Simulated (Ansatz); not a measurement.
AlN, DFT, PBE, all-electron LAPW, scalar-relativistic (Ansatz 0.2.0), run on 1 thread of Intel(R) Xeon(R) 6975P-C (Granite Rapids) on a shared host.

The cell is COD entry 9008860, as deposited and not checked against the literature; nothing was relaxed. The listed cell was then made from it by scaling, straining or moving an atom.

Command: `ansatz run input.yaml --threads 1 --pin off --max-ram 4096MiB --backend cpu --events-out ev --progress --plain --runs-dir out`

```yaml
crystal:
  lattice:
    - [3.1110021516, -0.0155550108, -0.0155550108]
    - [-1.5689721103, 2.7019843999, -0.0056935291]
    - [-0.02489, -0.02489, 4.978]
  atoms:
    - { symbol: Al, position: [0.3333333333, 0.6666666667, 0.0] }
    - { symbol: Al, position: [0.6666666667, 0.3333333333, 0.5] }
    - { symbol: "N", position: [0.3333333333, 0.6666666667, 0.385] }
    - { symbol: "N", position: [0.6666666667, 0.3333333333, 0.885] }
kpoints:
  mp_grid: { grid: [11, 11, 6] }
  band_path:
    path:
      - [0.0, 0.0, 0.0]
      - [0.0, 0.0, 0.5]
      - [-0.5, 0.5, 0.0]
      - [0.0, 0.0, 0.0]
      - [0.0, -0.5, 0.0]
      - [-0.5, 0.0, 0.5]
      - [0.0, 0.0, 0.0]
      - [-0.5, 0.0, 0.0]
      - [0.0, -0.5, 0.5]
    npoints: 5
scf:
  occupations: { method: fermi_dirac, width: 0.02 }
hamiltonian:
  xc: pbe
  pseudopotentials: { kind: all_electron, lapw: { basis_error: 0.001 } }
output:
  forces: true
  stress: true
  eigenvalues: true
```

Task: How large is the problem that the program sets up?

Result: 364 irreducible k-points, 707 plane waves at Γ, 22 bands.

Task: Estimate the wall time and the peak memory.

Result: 97 s of wall time for 8 SCF iterations, with a peak of 1.2 GiB. Times on shared machines scatter by tens of per cent.
